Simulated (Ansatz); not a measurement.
The cell below belongs to a search over invented structures; it isn't taken from experiment.

Input and command of a plane-wave DFT calculation in Ansatz:

```yaml
crystal:
  lattice:
    - [6.65404949, 0.0, 0.0]
    - [0.0, 6.65404949, 0.0]
    - [0.0, 0.0, 3.93000459]
  atoms:
    - { symbol: Ga, position: [0.68236281, 0.68236281, 0.0] }
    - { symbol: Ga, position: [0.81763719, 0.18236281, 0.5] }
    - { symbol: Ga, position: [0.31763719, 0.31763719, 0.0] }
    - { symbol: Ga, position: [0.18236281, 0.81763719, 0.5] }
    - { symbol: As, position: [0.81763719, 0.81763719, 0.5] }
    - { symbol: As, position: [0.68236281, 0.31763719, 0.0] }
    - { symbol: As, position: [0.18236281, 0.18236281, 0.5] }
    - { symbol: As, position: [0.31763719, 0.68236281, 0.0] }
basis:
  ecutwfc: 420
kpoints:
  mp_grid: { grid: [4, 4, 4] }
hamiltonian:
  xc: pbe
scf:
  occupations: { method: gaussian, width: 0.1 }
  lower_state_search: "off"
output:
  forces: true
  stress: true
  eigenvalues: true
relax:
  adjacent_minimum: "off"
  f_tol: 0.04
  max_steps: 70
  cell: { stress_tol: 0.4 }
```

```bash
ansatz run input.yaml --threads 1 --pin off --max-ram 2560MiB --backend cpu --events-out ev --progress --plain --runs-dir out
```

Processor: Arm Neoverse V1, 1 thread, on a host shared with other jobs.

**Question.** How long does it run, and how much memory does it take?

**Answer.** About 93 s, peak memory 0.53 GiB. It solves 68 bands at 18 k points (after reduction by symmetry) with about 3921 plane waves (on the last cell), in 36 SCF iterations over 5 ionic steps.
